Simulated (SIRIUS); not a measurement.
Crystal: CoO.

```
Co O
1.0
     0.00000    2.13150    2.13150
     2.13150    0.00000    2.13150
     2.13150    2.13150    0.00000
Co O
1 1
Direct
  0.00000 0.00000 0.00000
  0.50000 0.50000 0.50000
```

Base run:

* Program: SIRIUS 7.12.0
* Functional: PBE
* Potentials or basis: PseudoDojo 0.4.1 PBE standard (scalar relativistic)
* Cutoff: 1307 eV
* Density cutoff: 5227 eV
* k mesh: 8 × 8 × 8
* Occupations: fermi-dirac, width 0.05 eV
* Spin: collinear spin, ferromagnetic start
* Starting moments: [2.0, 0.0] μB
* Hubbard terms: Co d U = 6 eV

Its results: band gap on the k mesh none (metal or under the smearing width); pressure 2.9 GPa; net moment 2.61 μB per cell.

Task: The run is repeated on the same cell with these changes: hubbard terms from Co d U = 6 eV to Co d U = 2 eV. What comes out?

Result: Band gap on the k mesh none (metal or under the smearing width); pressure -0.5 GPa; net moment 2.99 μB per cell.

Caveats: a cell with one magnetic atom can't hold antiferromagnetic order, which such compounds often take.
